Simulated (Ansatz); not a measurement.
CoPt:
```yaml
crystal:
  lattice:
    - [2.65828, 0.00000, 0.00000]
    - [0.00000, 2.65828, 0.00000]
    - [0.00000, 0.00000, 3.66296]
  atoms:
    - { symbol: Co, position: [0.00000, 0.00000, 0.00000] }
    - { symbol: Pt, position: [0.50000, 0.50000, 0.50000] }
```
The run is spin-polarised; directions of the spins, atom by atom: ↑ ↑.

Relaxed with PBEsol. Special points in fractions of this cell's reciprocal vectors: Γ (0.000, 0.000, 0.000); X (0.000, 0.500, 0.000); M (0.500, 0.500, 0.000); Z (0.000, 0.000, 0.500); R (0.000, 0.500, 0.500); A (0.500, 0.500, 0.500).

**Question.** List the band energies nearest the Fermi level at these points for the program Ansatz at the PBEsol level (PAW).

**Answer.** In eV from the Fermi level; about four levels below and three above (degenerate sets whole), none deeper than 8.9 eV; … stands for higher levels left out; points with the same levels are listed once.

| k | below | above |
|---|---|---|
| Γ ↑ | -1.64 -0.41 -0.31 -0.31 | 2.17 10.14 … |
| X ↑ | -2.85 -2.33 -2.05 -1.65 | 0.22 2.39 10.53 |
| M ↑ | -0.98 -0.42 -0.42 -0.38 | 0.80 1.64 1.64 |
| Z ↑ | -2.22 -2.22 -1.65 -0.76 | 15.90 15.94 … |
| R ↑ | -0.72 -0.59 -0.41 -0.30 | 5.17 7.03 … |
| A ↑ | -3.43 -3.43 -1.92 -1.78 -1.07 | 0.81 7.12 7.12 |
| Γ ↓ | -2.59 -2.59 -1.47 -0.83 -0.22 | 0.75 1.13 1.13 |
| X ↓ | -1.69 -1.34 -0.48 -0.06 | 1.76 2.67 … |
| M ↓ | -7.09 -5.39 -5.39 -5.17 | 0.70 0.78 0.90 |
| Z ↓ | -0.80 -0.47 -0.28 -0.28 | 0.34 … |
| R ↓ | -2.52 -1.25 -0.68 -0.55 | 0.71 0.72 0.84 |
| A ↓ | -1.90 -1.90 -1.52 -0.25 | 0.90 1.16 7.64 7.64 |

Space group P4/mmm (L1₀ or tetragonal B2). Symmetry was held in the PBEsol relaxation. Spin order of the final state: ferromagnetic, chosen from 5 collinear starts compared on coarse meshes (ties went to the first, and starts can fall back to one state), not a proven ground state. Textbook magnetic order: ferromagnetic. Scalar-relativistic: spin–orbit coupling is off unless named, which matters more the heavier the elements.

Potentials: the earlier of the program's two PAW sets. The files were generated under PBE; for other functionals the program regenerates the frozen cores, and for LDA and PBEsol the local potential too.
